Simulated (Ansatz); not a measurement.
Here is an Ansatz 0.2.0 calculation.

input.yaml

```yaml
crystal:
  lattice:
    - [3.5432, 0.0, 0.0]
    - [-1.7716, 3.0685012107, 0.0]
    - [0.0, 0.0, 5.0388]
  atoms:
    - { symbol: Pt, position: [0.0, 0.0, 0.0] }
    - { symbol: S, position: [0.6666666667, 0.3333333333, 0.773] }
    - { symbol: S, position: [0.3333333333, 0.6666666667, 0.227] }
hamiltonian:
  xc: pbesol
  pseudopotentials: { kind: paw }
kpoints:
  mp_grid: { grid: [7, 7, 4] }
scf:
  occupations: { method: fixed }
phonons:
  method: dfpt
  dielectric: true
  rigid_motions: translations
```

Potentials or basis: Ansatz PAW.

Run with:

```bash
$ ansatz run input.yaml --threads 2 --pin off --max-ram 5632MiB --backend cpu --events-out ev --progress --plain --runs-dir out
```

(1) Predict the electronic dielectric tensor (diagonal).

(2) Estimate the Born charges (mean of the diagonal).

(3) What does it give for the highest phonon frequency at Γ, LO-TO splitting left out?

(4) Estimate the static dielectric tensor (diagonal).

(5) What does it give for the band gap on the k mesh?

## Answers

(1) 19.12, 19.12, 10.08.

(2) Pt +1.68; S -0.84 e.

(3) 346 cm⁻¹.

(4) 20.49, 20.49, 10.15.

(5) 0.76 eV, indirect (least direct gap 0.93 eV).

Caveat: odd divisions of the mesh miss points on the zone boundary, where band edges often lie, so the gap on the mesh can be too wide; spin-orbit coupling is left out, which moves the levels of the heavy elements.
